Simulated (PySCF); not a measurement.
# CH4N2O (urea): the cost of one run

The runs use PySCF 2.14.0, with density-fitted response routines of our own; the level of theory stands in each step. All values are computed, except where a source is named. Atoms are numbered from 0 throughout.

## (1) The molecule as given

8 atoms, charge 0, multiplicity 1; geometry from: GFN2-xTB. The atoms were then displaced at random by about 0.01 Å, so the start is not that level's minimum.

Bonds of the start (Å): N0–C1 1.41, C1–N2 1.38, C1–O3 1.22, N0–H4 1.00, N0–H5 0.98, N2–H6 1.00, N2–H7 0.98.

## (2) Relaxing the molecule at PBE0-D3(BJ)/def2-SVP

Job settings and geometry (Å):

```
{"job": {"xc": "PBE0", "basis": "def2-SVP", "d3": "d3bj", "grid": 1, "shake": 0.01, "kind": "geom"}, "charge": 0, "multiplicity": 1}
N      1.157580    -0.309890    -0.042250
C      0.014460     0.502870    -0.135190
N     -1.172030    -0.147820     0.147180
O      0.097590     1.678540    -0.440330
H      2.014170     0.197090    -0.064840
H      1.100240    -1.136410     0.475740
H     -1.178610    -1.151150     0.112830
H     -1.978280     0.347640    -0.105620
```

The run is started by

```sh
$ OMP_NUM_THREADS=1 python probes_run.py task.json out
```

This one command runs all jobs of the session in turn.

**Question.** How long does this first job take on 1 thread of Arm Neoverse V2, shared host, and how much memory does it need?

About 15 s, with a peak of 0.32 GiB.
